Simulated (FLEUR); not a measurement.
# ZrC (Fm-3m) in FLEUR: a series of runs

Runs on ZrC. Level: AM05. Tasks: band structure, equation of state.

Everything below comes from runs of FLEUR MaX-R8.1 (later development tree). Logs are shortened: lines on timing, memory, paths and dates and some standing lists are left out, and cuts for length are marked.

## (1) The crystal as given

It takes space group Fm-3m (No. 225, cubic). The conventional cell has a = 4.730 Å, b = 4.730 Å, c = 4.730 Å, α = 90.00°, β = 90.00°, γ = 90.00°. Zr (site symmetry m-3m) has 6 C at 2.37 Å as nearest neighbours. C (site symmetry m-3m) has 6 Zr at 2.37 Å as nearest neighbours.

## (2) Band structure, AM05

The input, inp.xml:

```xml
<?xml version="1.0" encoding="UTF-8" standalone="no"?>
<fleurInput fleurInputVersion="0.39">
   <comment>
      ZrC                                                                                                 
   </comment>
   <calculationSetup>
      <cutoffs Kmax="4.42" Gmax="13.7" GmaxXC="13.7" numbands="0"/>
      <scfLoop itmax="60" minDistance="0.00001" maxIterBroyd="15" imix="Anderson" alpha="0.05" precondParam="0.0" spinf="2.0" sdNocoIR="T"/>
      <coreElectrons ctail="T" frcor="F" kcrel="0" coretail_lmax="0"/>
      <xcFunctional name="LibXC" relativisticCorrections="F">
         <LibXCName exchange="gga_x_am05" correlation="gga_c_am05"/>
      </xcFunctional>
      <magnetism jspins="1"/>
      <soc l_soc="F" theta="0.0" phi="0.0" spav="F"/>
      <expertModes spex="0" secvar="F"/>
      <geometryOptimization l_f="F" forcealpha="1.0" forcemix="BFGS" epsdisp="0.00001" epsforce="0.00001"/>
      <ldaU l_linMix="F" mixParam="0.05" spinf="1.0"/>
   </calculationSetup>
   <cell>
      <bzIntegration valenceElectrons="16.0" mode="hist" fermiSmearingEnergy="0.00183747">
         <kPointListSelection listName="default-1"/>
         <!-- k-points included here -->
         <xi:include xmlns:xi="http://www.w3.org/2001/XInclude" href="kpts.xml"> </xi:include>
      </bzIntegration>
      <!-- symmetry operations included here -->
[... 33 lines left out ...]
            <stateOccupation state="(2p3/2)" spinUp="0.666667" spinDown="0.666667"/>
         </electronConfig>
         <energyParameters s="2" p="2" d="3" f="4"/>
         <lo type="SCLO" l="0" n="2" eDeriv="2"/>
         <lo type="SCLO" l="1" n="2" eDeriv="2"/>
         <lo type="SCLO" l="2" n="3" eDeriv="2"/>
      </species>
   </atomSpecies>
   <atomGroups>
      <atomGroup species="Zirconium (Zr)">
         <relPos label="                   1">1.000/2.000 1.000/2.000 1.000/2.000</relPos>
         <force calculate="T" relaxXYZ="TTT"/>
      </atomGroup>
      <atomGroup species="Carbon (C)">
         <relPos label="                   2">.0000000000 .0000000000 .0000000000</relPos>
         <force calculate="T" relaxXYZ="TTT"/>
      </atomGroup>
   </atomGroups>
   <output dos="F" band="F" slice="F">
      <checks vchk="F" cdinf="F"/>
      <bandDOS minEnergy="-.5*Htr" maxEnergy="0.5*Htr" sigma="0.015" storeEVData="T"/>
      <vacuumDOS vacdos="F" integ="F" star="F" nstars="0" locx1="0.0" locy1="0.0" locx2="0.0" locy2="0.0" nstm="0" tworkf="0.0"/>
      <unfoldingBand unfoldBand="F" supercellX="1" supercellY="1" supercellZ="1"/>
      <plotting iplot="0" polar="F">
         <plot TwoD="T" vec1="  1.0  0.0  0.0" vec2="  0.0  1.0  0.0" vec3="  0.0  0.0  1.0" zero="  0.0  0.0  0.0" file="plot"/>
      </plotting>
      <chargeDensitySlicing numkpt="0" minEigenval="0.0" maxEigenval="0.0" nnne="0" pallst="F"/>
      <specialOutput eonly="F"/>
      <moessbauerParams electricFieldGradient="T" isomerShift="T" coreHyperfine="T" valenceHyperfine="T"/>
      <magneticCircularDichroism mcd="F" energyLo="-10.0" energyUp="0.0"/>
   </output>
  <!-- We include the file relax.xml here to enable relaxations (see documentation) -->
  <xi:include xmlns:xi="http://www.w3.org/2001/XInclude" href="relax.xml"> <xi:fallback/> </xi:include>
</fleurInput>
```

The input, crystal.txt:

```
ZrC
&input cartesian=F /
0.0000000000  2.3650000000  2.3650000000
2.3650000000  0.0000000000  2.3650000000
2.3650000000  2.3650000000  0.0000000000
1.8897261246
1.0 1.0 1.0

2
40 0.5000000000  0.5000000000  0.5000000000
6 0.0000000000  0.0000000000  0.0000000000

&kpt div1=10 div2=10 div3=10 gamma=T /
```

The input, inp.xml (bands):

```
<?xml version="1.0" encoding="UTF-8" standalone="no"?>
<fleurInput fleurInputVersion="0.39">
   <comment>
      ZrC                                                                                                 
   </comment>
   <calculationSetup>
      <cutoffs Kmax="4.42" Gmax="13.7" GmaxXC="13.7" numbands="0"/>
      <scfLoop itmax="60" minDistance="0.00001" maxIterBroyd="15" imix="Anderson" alpha="0.05" precondParam="0.0" spinf="2.0" sdNocoIR="T"/>
      <coreElectrons ctail="T" frcor="F" kcrel="0" coretail_lmax="0"/>
      <xcFunctional name="LibXC" relativisticCorrections="F">
         <LibXCName exchange="gga_x_am05" correlation="gga_c_am05"/>
      </xcFunctional>
      <magnetism jspins="1"/>
      <soc l_soc="F" theta="0.0" phi="0.0" spav="F"/>
      <expertModes spex="0" secvar="F"/>
      <geometryOptimization l_f="F" forcealpha="1.0" forcemix="BFGS" epsdisp="0.00001" epsforce="0.00001"/>
      <ldaU l_linMix="F" mixParam="0.05" spinf="1.0"/>
   </calculationSetup>
   <cell>
      <bzIntegration valenceElectrons="16.0" mode="hist" fermiSmearingEnergy="0.00183747">
         <kPointListSelection listName="path-1"/>
         <!-- k-points included here -->
         <xi:include xmlns:xi="http://www.w3.org/2001/XInclude" href="kpts.xml"> </xi:include>
      </bzIntegration>
      <!-- symmetry operations included here -->
      <xi:include xmlns:xi="http://www.w3.org/2001/XInclude" href="sym.xml"> </xi:include>
      <bulkLattice scale="1.0">
[... 31 lines left out ...]
            <stateOccupation state="(2p3/2)" spinUp="0.666667" spinDown="0.666667"/>
         </electronConfig>
         <energyParameters s="2" p="2" d="3" f="4"/>
         <lo type="SCLO" l="0" n="2" eDeriv="2"/>
         <lo type="SCLO" l="1" n="2" eDeriv="2"/>
         <lo type="SCLO" l="2" n="3" eDeriv="2"/>
      </species>
   </atomSpecies>
   <atomGroups>
      <atomGroup species="Zirconium (Zr)">
         <relPos label="                   1">1.000/2.000 1.000/2.000 1.000/2.000</relPos>
         <force calculate="T" relaxXYZ="TTT"/>
      </atomGroup>
      <atomGroup species="Carbon (C)">
         <relPos label="                   2">.0000000000 .0000000000 .0000000000</relPos>
         <force calculate="T" relaxXYZ="TTT"/>
      </atomGroup>
   </atomGroups>
   <output dos="F" band="T" slice="F">
      <checks vchk="F" cdinf="F"/>
      <bandDOS minEnergy="-.5*Htr" maxEnergy="0.5*Htr" sigma="0.015" storeEVData="T"/>
      <vacuumDOS vacdos="F" integ="F" star="F" nstars="0" locx1="0.0" locy1="0.0" locx2="0.0" locy2="0.0" nstm="0" tworkf="0.0"/>
      <unfoldingBand unfoldBand="F" supercellX="1" supercellY="1" supercellZ="1"/>
      <plotting iplot="0" polar="F">
         <plot TwoD="T" vec1="  1.0  0.0  0.0" vec2="  0.0  1.0  0.0" vec3="  0.0  0.0  1.0" zero="  0.0  0.0  0.0" file="plot"/>
      </plotting>
      <chargeDensitySlicing numkpt="0" minEigenval="0.0" maxEigenval="0.0" nnne="0" pallst="F"/>
      <specialOutput eonly="F"/>
      <moessbauerParams electricFieldGradient="T" isomerShift="T" coreHyperfine="T" valenceHyperfine="T"/>
      <magneticCircularDichroism mcd="F" energyLo="-10.0" energyUp="0.0"/>
   </output>
  <!-- We include the file relax.xml here to enable relaxations (see documentation) -->
  <xi:include xmlns:xi="http://www.w3.org/2001/XInclude" href="relax.xml"> <xi:fallback/> </xi:include>
</fleurInput>
```

Potentials or basis: all-electron, FLAPW.

Started as:

```bash
$ inpgen -f crystal.txt -profile fastHighL
$ # inp.xml edited to the form shown
$ fleur_MPI
$ fleur_MPI   # second run, on inp.xml (bands)
```

Standard output:

```text
Welcome to FLEUR        (www.flapw.de)
      MaX-Release 8.1          (www.max-centre.eu)
 func_ids         135         120         135         120
The functional 'Armiento & Mattsson 05' is an exchange functional, it belongs to the 'GGA' family and is defined in the reference(s):
[1] R. Armiento and A. E. Mattsson.,  Phys. Rev. B 72, 085108 (2005)
[2] A. E. Mattsson, R. Armiento, J. Paier, G. Kresse, J. M. Wills, and T. R. Mattsson.,  J. Chem. Phys. 128, 084714 (2008)
The functional 'Armiento & Mattsson 05' is a correlation functional, it belongs to the 'GGA' family and is defined in the reference(s):
[1] R. Armiento and A. E. Mattsson.,  Phys. Rev. B 72, 085108 (2005)
[2] A. E. Mattsson, R. Armiento, J. Paier, G. Kresse, J. M. Wills, and T. R. Mattsson.,  J. Chem. Phys. 128, 084714 (2008)
 Using same functional for VXC and EXC

 ========== k-point set info ==========
 Selected k-point list: default-1
 k-point list type: mesh
 10 x 10 x 10
 Number of k points: 47

 ------------Calculation Setup---------------------------
 Number of MPI-tasks      :            1
 Number of PE/node        :            1
 Number of OMP-threads    :            1
 Most efficient MPI parallelization for:
           1          47
 Additional eigenvalue parallelization possible
 Number of basis functions:          344
 Approximate size of matrices (H+S) per k-point:         0.002 GB
 --------------------------------------------------------
Nuclear radius smaller than smallest radial mesh point for atom type 2 -- skipping its core isomer shift
Nuclear radius smaller than smallest radial mesh point for atom type 2 -- skipping its isomer shift
 Iteration:     1   Distance:      19.84795390 me/bohr^3
Nuclear radius smaller than smallest radial mesh point for atom type 2 -- skipping its core isomer shift
Nuclear radius smaller than smallest radial mesh point for atom type 2 -- skipping its isomer shift
 Iteration:     2   Distance:      16.40347368 me/bohr^3
Nuclear radius smaller than smallest radial mesh point for atom type 2 -- skipping its core isomer shift
Nuclear radius smaller than smallest radial mesh point for atom type 2 -- skipping its isomer shift
 Iteration:     3   Distance:       5.39815639 me/bohr^3
Nuclear radius smaller than smallest radial mesh point for atom type 2 -- skipping its core isomer shift
Nuclear radius smaller than smallest radial mesh point for atom type 2 -- skipping its isomer shift
 Iteration:     4   Distance:       4.30544078 me/bohr^3
Nuclear radius smaller than smallest radial mesh point for atom type 2 -- skipping its core isomer shift
Nuclear radius smaller than smallest radial mesh point for atom type 2 -- skipping its isomer shift
 Iteration:     5   Distance:       0.72294093 me/bohr^3
Nuclear radius smaller than smallest radial mesh point for atom type 2 -- skipping its core isomer shift
Nuclear radius smaller than smallest radial mesh point for atom type 2 -- skipping its isomer shift
 Iteration:     6   Distance:       0.84427585 me/bohr^3
Nuclear radius smaller than smallest radial mesh point for atom type 2 -- skipping its core isomer shift
Nuclear radius smaller than smallest radial mesh point for atom type 2 -- skipping its isomer shift
 Iteration:     7   Distance:       0.12761795 me/bohr^3
Nuclear radius smaller than smallest radial mesh point for atom type 2 -- skipping its core isomer shift
Nuclear radius smaller than smallest radial mesh point for atom type 2 -- skipping its isomer shift
 Iteration:     8   Distance:       0.11952776 me/bohr^3
Nuclear radius smaller than smallest radial mesh point for atom type 2 -- skipping its core isomer shift
Nuclear radius smaller than smallest radial mesh point for atom type 2 -- skipping its isomer shift
 Iteration:     9   Distance:       0.03443785 me/bohr^3
Nuclear radius smaller than smallest radial mesh point for atom type 2 -- skipping its core isomer shift
Nuclear radius smaller than smallest radial mesh point for atom type 2 -- skipping its isomer shift
 Iteration:    10   Distance:       0.00278122 me/bohr^3
Nuclear radius smaller than smallest radial mesh point for atom type 2 -- skipping its core isomer shift
Nuclear radius smaller than smallest radial mesh point for atom type 2 -- skipping its isomer shift
 Iteration:    11   Distance:       0.00227283 me/bohr^3
Nuclear radius smaller than smallest radial mesh point for atom type 2 -- skipping its core isomer shift
Nuclear radius smaller than smallest radial mesh point for atom type 2 -- skipping its isomer shift
 Iteration:    12   Distance:       0.00014386 me/bohr^3
Nuclear radius smaller than smallest radial mesh point for atom type 2 -- skipping its core isomer shift
Nuclear radius smaller than smallest radial mesh point for atom type 2 -- skipping its isomer shift
 Iteration:    13   Distance:       0.00018384 me/bohr^3
Nuclear radius smaller than smallest radial mesh point for atom type 2 -- skipping its core isomer shift
Nuclear radius smaller than smallest radial mesh point for atom type 2 -- skipping its isomer shift
 Iteration:    14   Distance:       0.00001659 me/bohr^3
Nuclear radius smaller than smallest radial mesh point for atom type 2 -- skipping its core isomer shift
Nuclear radius smaller than smallest radial mesh point for atom type 2 -- skipping its isomer shift
 Iteration:    15   Distance:       0.00000096 me/bohr^3

 ********************************************************************
 Run finished successfully
 Stop message:
   all done
 ********************************************************************
```

It took 22 s on 1 thread of Arm Neoverse V2, shared host; peak memory 0.07 GiB.

Results:

| Quantity | Value |
| --- | --- |
| Free energy | -98869.7384 eV |
| Band gap along the path | none (metal or under the smearing width) |
| Valence electrons inside the program's atomic spheres | Zr 9.83; C 2.70 (radii Zr 2.51, C 1.63 bohr) |

Levels at the corners of the path, in eV from the Fermi level:
| point | band 4 | band 5 | band 6 | band 7 | band 8 | band 9 | band 10 | band 11 | band 12 | band 13 |
| --- | --- | --- | --- | --- | --- | --- | --- | --- | --- | --- |
| Γ | -25.80 | -11.22 | 0.94 | 0.94 | 0.94 | 1.05 | 1.05 | 1.05 | 2.74 | 2.74 |
| X | -26.07 | -10.00 | -2.12 | -1.78 | 0.04 | 0.04 | 4.36 | 5.54 | 5.54 | 7.82 |
| W | -26.10 | -9.33 | -2.61 | -2.37 | -2.37 | 3.21 | 3.21 | 5.55 | 6.87 | 6.92 |
| K | -26.01 | -9.40 | -3.05 | -2.33 | -1.55 | 1.45 | 4.77 | 5.28 | 7.20 | 7.34 |
| Γ | -25.80 | -11.22 | 0.94 | 0.94 | 0.94 | 1.05 | 1.05 | 1.05 | 2.74 | 2.74 |
| L | -25.88 | -8.17 | -5.28 | -2.88 | -2.88 | 4.40 | 4.40 | 5.21 | 6.33 | 9.95 |
| U | -26.01 | -9.40 | -3.05 | -2.33 | -1.55 | 1.45 | 4.77 | 5.28 | 7.20 | 7.34 |
| W | -26.10 | -9.33 | -2.61 | -2.37 | -2.37 | 3.21 | 3.21 | 5.55 | 6.87 | 6.92 |
| L | -25.88 | -8.17 | -5.28 | -2.88 | -2.88 | 4.40 | 4.40 | 5.21 | 6.33 | 9.95 |
| K | -26.01 | -9.40 | -3.05 | -2.33 | -1.55 | 1.45 | 4.77 | 5.28 | 7.20 | 7.34 |
| U | -26.01 | -9.40 | -3.05 | -2.33 | -1.55 | 1.45 | 4.77 | 5.28 | 7.20 | 7.34 |
| X | -26.07 | -10.00 | -2.12 | -1.78 | 0.04 | 0.04 | 4.36 | 5.54 | 5.54 | 7.82 |

Core levels (eV from the Fermi level):
```tsv
atom	levels
1 Zr	1s1/2 -17786.5, 2s1/2 -2459.0, 2p1/2 -2251.3, 2p3/2 -2165.7, 3s1/2 -397.0, 3p1/2 -319.8, 3p3/2 -306.1, 3d3/2 -169.6, 3d5/2 -167.1
2 C	1s1/2 -262.5
```

## (3) Equation of state, AM05, 12.43 Å³/atom (volume scaled by 0.94)

Changes to inp.xml since step 2:

```diff
@@ -6,3 +6,3 @@
    <calculationSetup>
-      <cutoffs Kmax="4.42" Gmax="13.7" GmaxXC="13.7" numbands="0"/>
+      <cutoffs Kmax="4.56" Gmax="14.1" GmaxXC="14.1" numbands="0"/>
       <scfLoop itmax="60" minDistance="0.00001" maxIterBroyd="15" imix="Anderson" alpha="0.05" precondParam="0.0" spinf="2.0" sdNocoIR="T"/>
@@ -26,3 +26,3 @@
       <xi:include xmlns:xi="http://www.w3.org/2001/XInclude" href="sym.xml"> </xi:include>
-      <bulkLattice scale="1.0">
+      <bulkLattice scale="0.9795861087">
          <bravaisMatrix>
@@ -36,3 +36,3 @@
       <species name="Zirconium (Zr)" element="Zr" atomicNumber="40">
-         <mtSphere radius="2.51" gridPoints="829" logIncrement="0.015"/>
+         <mtSphere radius="2.43" gridPoints="829" logIncrement="0.015"/>
          <atomicCutoffs lmax="10" lnonsphr="8"/>
@@ -52,3 +52,3 @@
       <species name="Carbon (C)" element="C" atomicNumber="6">
-         <mtSphere radius="1.63" gridPoints="539" logIncrement="0.019"/>
+         <mtSphere radius="1.58" gridPoints="539" logIncrement="0.019"/>
          <atomicCutoffs lmax="8" lnonsphr="6"/>
```

Potentials or basis: all-electron, FLAPW.

Started as:

```bash
$ inpgen -f crystal.txt -profile fastHighL
$ # inp.xml edited to the form shown
$ fleur_MPI
```

Run time: 21 s. Hardware: 1 thread of Arm Neoverse V2, shared host; peak memory 0.08 GiB.

It converged, with:

| Item | Value |
| --- | --- |
| Free energy | -98869.7635 eV |
| Band gap on the k mesh | none (metal or under the smearing width) |
| Valence electrons inside the program's atomic spheres | Zr 9.71; C 2.61 (radii Zr 2.43, C 1.58 bohr) |

## (4) Equation of state, AM05, 12.70 Å³/atom (volume scaled by 0.96)

Changes to inp.xml since step 3:

```diff
@@ -26,3 +26,3 @@
       <xi:include xmlns:xi="http://www.w3.org/2001/XInclude" href="sym.xml"> </xi:include>
-      <bulkLattice scale="0.9795861087">
+      <bulkLattice scale="0.9864848297">
          <bravaisMatrix>
```

Started as:

```bash
$ inpgen -f crystal.txt -profile fastHighL
$ # inp.xml edited to the form shown
$ fleur_MPI
```

It took 21 s on 1 thread of Arm Neoverse V2, shared host; peak memory 0.08 GiB.

Results (log left out):

```
Free energy                                           : -98869.7709 eV
Band gap on the k mesh                                : none (metal or under the smearing width)
Valence electrons inside the program's atomic spheres : Zr 9.67; C 2.59 (radii Zr 2.43, C 1.58 bohr)
```

## (5) Equation of state, AM05, 13.23 Å³/atom

Changes to inp.xml since step 4:

```diff
@@ -26,3 +26,3 @@
       <xi:include xmlns:xi="http://www.w3.org/2001/XInclude" href="sym.xml"> </xi:include>
-      <bulkLattice scale="0.9864848297">
+      <bulkLattice scale="1.0000000000">
          <bravaisMatrix>
```

Started as:

```bash
$ inpgen -f crystal.txt -profile fastHighL
$ # inp.xml edited to the form shown
$ fleur_MPI
```

It took 22 s on 1 thread of Arm Neoverse V2, shared host; peak memory 0.08 GiB.

Results (log left out):

```yaml
Free_energy: -98869.7386 eV
Band_gap_on_the_k_mesh: none (metal or under the smearing width)
Valence_electrons_inside_the_program's_atomic_spheres: Zr 9.60; C 2.56 (radii Zr 2.43, C 1.58 bohr)
```

## (6) Equation of state, AM05, 13.76 Å³/atom (volume scaled by 1.04)

Changes to inp.xml since step 5:

```diff
@@ -26,3 +26,3 @@
       <xi:include xmlns:xi="http://www.w3.org/2001/XInclude" href="sym.xml"> </xi:include>
-      <bulkLattice scale="1.0000000000">
+      <bulkLattice scale="1.0131594038">
          <bravaisMatrix>
```

Potentials or basis: all-electron, FLAPW.

Started as:

```bash
$ inpgen -f crystal.txt -profile fastHighL
$ # inp.xml edited to the form shown
$ fleur_MPI
```

Wall time 24 s (1 thread of Arm Neoverse V2, shared host); peak memory 0.08 GiB.

The run converged. Its results:

| Item | Value |
| --- | --- |
| Free energy | -98869.6540 eV |
| Band gap on the k mesh | none (metal or under the smearing width) |
| Valence electrons inside the program's atomic spheres | Zr 9.54; C 2.53 (radii Zr 2.43, C 1.58 bohr) |

## (7) Equation of state, AM05, 14.02 Å³/atom (volume scaled by 1.06)

Changes to inp.xml since step 6:

```diff
@@ -26,3 +26,3 @@
       <xi:include xmlns:xi="http://www.w3.org/2001/XInclude" href="sym.xml"> </xi:include>
-      <bulkLattice scale="1.0131594038">
+      <bulkLattice scale="1.0196128224">
          <bravaisMatrix>
```

Started as:

```bash
$ inpgen -f crystal.txt -profile fastHighL
$ # inp.xml edited to the form shown
$ fleur_MPI
```

Wall time 24 s (1 thread of Arm Neoverse V2, shared host); peak memory 0.08 GiB.

Results (log left out):

- Free energy: -98869.5951 eV
- Band gap on the k mesh: none (metal or under the smearing width)
- Valence electrons inside the program's atomic spheres: Zr 9.51; C 2.52 (radii Zr 2.43, C 1.58 bohr)

## (8) Equation of state, AM05

No new run: the results of the series are fitted here.

Results:

| Property | Result |
| --- | --- |
| Equilibrium volume | 12.68 Å³/atom |
| Bulk modulus | 236 GPa |
| Pressure derivative of the bulk modulus | 4.1 (rough: it moves with the points fitted) |

Energy against volume, from the lowest point:
```tsv
volume (Å³/atom)	energy (meV/atom)
12.434	3.71
12.699	0.00
13.228	16.12
13.757	58.45
14.022	87.89
```
